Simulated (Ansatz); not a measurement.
A crystal relaxed with r2SCAN in Ansatz has space group Pn-3m:1 (No. 224) and a = 4.246 Å.

```csv
atom,site,x,y,z
Cu,4b,0.2500,0.2500,0.2500
Xx,2a,0.0000,0.0000,0.0000
```

With r2SCAN the gap is 0.79 eV and direct, at Γ. With HSE06 the gap is 2.03 eV and direct, at Γ. The PBE gap is direct at Γ: 0.56 eV. Meshes: r2SCAN 6×6×6, HSE06 4×4×4, PBE 6×6×6. r2SCAN's ε∞ is 8.3 in all directions.

Q: Which element is Xx?
A. Se
B. Te
C. S
D. O

A: D. Xx is O: Cu2O (started from an entry of an open crystallographic database). Cu has 2 O at 1.84 Å; O has 4 Cu at 1.84 Å.

Calculated for a static, non-magnetic cell.

The meshes of the hybrids are coarse, so their gaps aren't converged to the digits shown.
